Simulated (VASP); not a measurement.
A calculation with VASP 6.6.1 of Li (native input, structure from a POSCAR):

Contents of INCAR:

```
  PREC = Accurate
  ENCUT = 520
  EDIFF = 1E-6
  ISMEAR = 0
  SIGMA = 0.02
  LREAL = False
  LASPH = True
  NELM = 100
  ALGO = Normal
  ISIF = 2
  LWAVE = False
  LCHARG = False
  GGA = PE
```

KPOINTS

```
Automatic mesh
0
Gamma
  11 11 11
```

Contents of POSCAR:

```
Li
1.0
   -1.7546500000      1.7546500000      1.7546500000
    1.7546500000     -1.7546500000      1.7546500000
    1.7546500000      1.7546500000     -1.7546500000
Li
1
Direct
    0.0000000000      0.0000000000      0.0000000000
```

Potentials or basis: VASP PAW PBE potentials, release 54 (Li_sv).

Command:

```sh
$ cat potpaw_PBE.54/Li_sv/POTCAR > POTCAR
$ mpirun -np 1 vasp_std > vasp.out
```

Write the same calculation in another form: ASE script, structure typed inline.

As run:

The input run.py:

```python
from ase import Atoms
from ase.calculators.vasp import Vasp
from ase.dft.bandgap import bandgap

atoms = Atoms(
    ['Li'],
    cell=[[-1.75465, 1.75465, 1.75465], [1.75465, -1.75465, 1.75465], [1.75465, 1.75465, -1.75465]],
    scaled_positions=[[0.0, 0.0, 0.0]],
    pbc=True,
)
calc = Vasp(
    directory='calc',
    xc='pbe',
    pp='PBE',
    setups='recommended',
    pp_version='54',
    prec='Accurate',
    encut=520,
    ediff=1e-07,
    ismear=0,
    sigma=0.02,
    lreal=False,
    lasph=True,
    nelm=60,
    algo='Normal',
    isif=2,
    lwave=False,
    lcharg=False,
    kpts=[11, 11, 11],
    gamma=True,
    nbands=8,
)
atoms.calc = calc

print('energy (eV):', atoms.get_potential_energy())
print('free energy (eV):', atoms.get_potential_energy(force_consistent=True))
print('forces (eV/A):')
print(atoms.get_forces())
print('stress (eV/A^3, Voigt):', atoms.get_stress())
print('Fermi level (eV):', calc.get_fermi_level())
gap, top, bottom = bandgap(calc)
print('band gap (eV):', gap, 'from (spin, k, band)', top, 'to', bottom)
```

Potentials or basis: VASP PAW PBE potentials, release 54 (Li_sv).

Launch:

```console
$ python run.py
```

Both were run:

|  | native input, structure from a POSCAR | ASE script, structure typed inline |
| --- | --- | --- |
| Band gap on the k mesh | none (metal or under the smearing width) | none (metal or under the smearing width) |

Keys that steer only the numerical path or the files written may differ.
